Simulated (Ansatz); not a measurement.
# BiTe: the cost of one run

Method: DFT r2SCAN, scalar-relativistic, plane waves, PAW, in Ansatz 0.2.0.

3 further runs of the same task are left out: 1 that didn't finish, 2 set aside as unsound or not needed.

**1. The system as given**

The structure is cubic, space group Fm-3m (No. 225). The conventional cell has a = 6.467 Å, b = 6.467 Å, c = 6.467 Å, α = 90.00°, β = 90.00°, γ = 90.00°. Bi (site symmetry m-3m) is surrounded by 6 Te at 3.23 Å. Te (site symmetry m-3m) has 6 Bi at 3.23 Å as nearest neighbours.

As a file:

```cif
data_structure
_symmetry_space_group_name_H-M 'P 1'
_symmetry_Int_Tables_number 1
_cell_length_a 4.5725
_cell_length_b 4.5725
_cell_length_c 4.5725
_cell_angle_alpha 60.000
_cell_angle_beta 60.000
_cell_angle_gamma 60.000
_cell_volume 67.60
loop_
_atom_site_label
_atom_site_type_symbol
_atom_site_fract_x
_atom_site_fract_y
_atom_site_fract_z
_atom_site_occupancy
Bi1 Bi 0.00000 0.00000 0.00000 1
Te1 Te 0.50000 0.50000 0.50000 1
```

It is the result of an earlier relaxation at this level (volume 33.80 Å³/atom; gap on the mesh: none (metal)).

**2. Static run: bands, density of states and charges**

input.yaml reads:

```yaml
crystal:
  lattice:
    - [0.0, 3.2332740464, 3.2332740464]
    - [3.2332740464, 0.0, 3.2332740464]
    - [3.2332740464, 3.2332740464, 0.0]
  atoms:
    - { symbol: Bi, position: [0.0, 0.0, 0.0] }
    - { symbol: Te, position: [0.5, 0.5, 0.5] }
basis:
  ecutwfc: 500
kpoints:
  mp_grid: { grid: [12, 12, 12] }
  band_path:
    path:
      - [[0.0, 0.0, 0.0], [0.5, 0.0, 0.5], [0.625, 0.25, 0.625]]
      - [[0.375, 0.375, 0.75], [0.0, 0.0, 0.0], [0.5, 0.5, 0.5], [0.5, 0.25, 0.75], [0.5, 0.0, 0.5]]
    npoints: 14
hamiltonian:
  xc: r2scan
scf:
  occupations: { method: gaussian, width: 0.1 }
  n_extra_bands: 6
output:
  forces: true
  stress: true
  eigenvalues: true
  populations: true
  dos: { projected: true, de: 0.02, nscf_kmesh: { grid: [18, 18, 18] } }
  bader: true
  write_density: true
  write_potential: true
  elf: true
  volumetric_format: npy
```

The run is started by

```console
$ ansatz run input.yaml --threads 1 --pin off --max-ram 2560MiB --backend cpu --events-out ev --progress --plain --runs-dir out
```

What time and memory should one allow on 1 thread of AMD EPYC, shared host?

About 2.1 min, with a peak of 0.68 GiB.
